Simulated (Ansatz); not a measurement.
# A sublattice moved along a line in SnSe

All numbers below come from DFT LDA, scalar-relativistic, plane waves, PAW (Ansatz). The runs took a 420 eV cutoff, a Γ-centred 8×4×14 mesh and Gaussian smearing (0.15 eV). No spin polarisation. Energies are free energies at this smearing, counted from the undisturbed cell; pressure is positive in compression.

Reference structure (relaxed at this level; with this scan's settings it stands at 0.2 GPa; this form isn't the usual structure):

```
Sn Se
1.0
     5.73157    0.00000    0.00000
     0.00000   11.76075    0.00000
     0.00000    0.00000    2.97358
Sn Se
4 4
Direct
  0.50000 0.36853 0.99972
  0.50000 0.63147 0.99972
  0.00000 0.86853 0.00028
  0.00000 0.13147 0.00028
  0.50000 0.14034 0.99976
  0.50000 0.85966 0.99976
  0.00000 0.64034 0.00024
  0.00000 0.35966 0.00024
```

Every Sn atom is moved by x along the Cartesian unit vector (0.000, 0.000, 1.000); the cell and all other atoms stay fixed. The cell is metallic on the mesh throughout.

| x (Å) | ΔE (meV/cell) | force along x on the moved atoms (eV/Å) | pressure (GPa) |
| --- | --- | --- | --- |
| -0.5000 | 232.9 | 1.05 | -0.3 |
| -0.2500 | 51.4 | 0.43 | 0.0 |
| 0.0000 | 0.0 | 0.00 | 0.2 |
| 0.3750 | ? | -0.72 | ? |

Give the withheld values.

ΔE (meV/cell) at x (Å) = 0.3750: 122.7; pressure (GPa) at x (Å) = 0.3750: -0.1.